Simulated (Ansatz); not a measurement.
# Is this CdSe structure stable?

It was reached by relaxing an invented guess, and it needn't be the stable form of this composition.

Computed with DFT PBE, scalar-relativistic, plane waves, PAW in Ansatz 0.2.0. The final run on the 8-atom cell used 420 eV, a Γ-centred 4×6×4 mesh, 0.02 eV smearing and no spin polarisation.

```
Cd Se
1.0
     8.16470    0.00000    0.00000
     0.00000    4.50702    0.00000
     0.00000    0.00000    7.47911
Cd Se
4 4
Cartesian
  6.8645 3.3803 2.9843
  5.3825 1.1268 6.7238
  2.7822 3.3803 0.7553
  1.3002 1.1268 4.4949
  6.7140 1.1268 4.4572
  5.5331 3.3803 0.7176
  2.6316 1.1268 6.7615
  1.4507 3.3803 3.0219
```

The zero of energy is the elements' standard structures at the same level; no fitted shifts are applied.

**Question.** These tests were run: energy against the elements; random kick, then relaxation without symmetry; phonons on a 1×2×1 q mesh. What do they show?

**Answer.**

```tsv
test	result
energy against the elements	−0.557 eV/atom
random kick, then relaxation without symmetry	returns
phonons on a 1×2×1 q mesh	no imaginary mode on the mesh, but the interpolation dips to 19i cm⁻¹ between its points
```

It fails none of these tests outright. Whether a mixture of other phases lies lower isn't tested here. Undecided within the accuracy: phonons on a 1×2×1 q mesh.

The reference form of Se is held partly by dispersion forces, which this level lacks. The kick test ran on a coarse mesh. The run for the phonons used a 4×6×4 k mesh.
